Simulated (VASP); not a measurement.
Runs of VASP 6.6.1 on BN. It takes space group F-43m (No. 216, cubic). Conventional cell: a = 3.626 Å, b = 3.626 Å, c = 3.626 Å, α = 90.00°, β = 90.00°, γ = 90.00°. N (site symmetry -43m) is surrounded by 4 B at 1.57 Å. Around B (site symmetry -43m) lie 4 N at 1.57 Å. The cell is a database's computed one.

```csv
task,level,cell,cutoff (eV),gap on the mesh (eV),pressure (GPa),relaxed volume (Å³/atom)
relaxation of cell and atoms,RPBE+D4,relaxed,600,4.58,0.0,5.81
relaxation of cell and atoms,RPBE+D3,relaxed,600,(b),0.0,5.94
relaxation of cell and atoms,PBEsol+D4,relaxed,600,4.37,0.0,(c)
relaxation of cell and atoms,revPBE+D4,relaxed,600,(a),0.0,5.81
band structure,LAK,as given,520,5.56,0.1,-
```

Alike in all rows: potentials or basis VASP PAW PBE potentials, release 64 (N, B); no spin polarisation; k mesh 13 × 13 × 13; smearing fermi-dirac 0.05 eV.

Problem. Estimate the missing entries.

Solution. (a) 4.57; (b) 4.56; (c) 5.82.

Caveats: the PAW data sets were made with another functional, which shifts forces and pressure a little; an odd mesh through Γ misses points on the zone boundary, where band edges often lie (some runs).
